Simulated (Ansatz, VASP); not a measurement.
# Two plane-wave programs on Au

```
Au
1.0
    -1.65727    1.65727    1.65727
     1.65727   -1.65727    1.65727
     1.65727    1.65727   -1.65727
Au
1
Direct
  0.00000 0.00000 0.00000
```

This isn't the form of Au at room conditions, which is fcc.

Alike in both runs: task single point; functional PBE; k mesh 22 × 22 × 22; occupations gaussian, width 0.15 eV; no spin polarisation.

|  | VASP | Ansatz |
| --- | --- | --- |
| version | VASP 6.6.1 | Ansatz 0.2.0 |
| potentials or method | VASP PAW PBE potentials, release 64 (Au) | scalar-relativistic, plane waves, PAW |
| plane-wave cutoff (eV) | 520 | 420 |
| valence electrons in the cell | 11 | 19 |

Ansatz gave:

| Item | Value |
| --- | --- |
| gap on the k mesh at the Fermi level (eV) | none |
| pressure (GPa) | -1.4 |

Problem. Which values does VASP return?

Solution. gap on the k mesh at the Fermi level (eV): none; pressure (GPa): -1.7.

A gap of «none» marks a metal or a gap that the smearing closes. The functional is the same, so the differences come from potentials, cutoffs and numerics. The two sets of potentials don't hold the same shells in valence.

Spin-orbit coupling is left out, which matters for the levels of Au.
